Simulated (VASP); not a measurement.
PbSe (Clausthalite):

```
CELL_PARAMETERS angstrom
0.00000 3.06065 3.06065
3.06065 0.00000 3.06065
3.06065 3.06065 0.00000
ATOMIC_POSITIONS crystal
Pb 0.00000 0.00000 0.00000
Se 0.50000 0.50000 0.50000
```

Base run:

```yaml
Program: VASP 6.6.1
Functional: PBE
Potentials_or_basis: VASP PAW PBE potentials, release 64 (Pb_d, Se)
Cutoff: 520 eV
k_mesh: 6 × 6 × 6
Occupations: gaussian, width 0.02 eV
Spin: spin-orbit coupling, no magnetisation
```

Its results: pressure 1.9 GPa.

Task: The run is repeated on the same cell with these changes: functional from PBE to LDA; potentials or basis from VASP PAW PBE potentials, release 64 (Pb_d, Se) to VASP PAW LDA potentials, release 64 (Pb_d, Se). What comes out?

Result: Pressure -2.6 GPa.
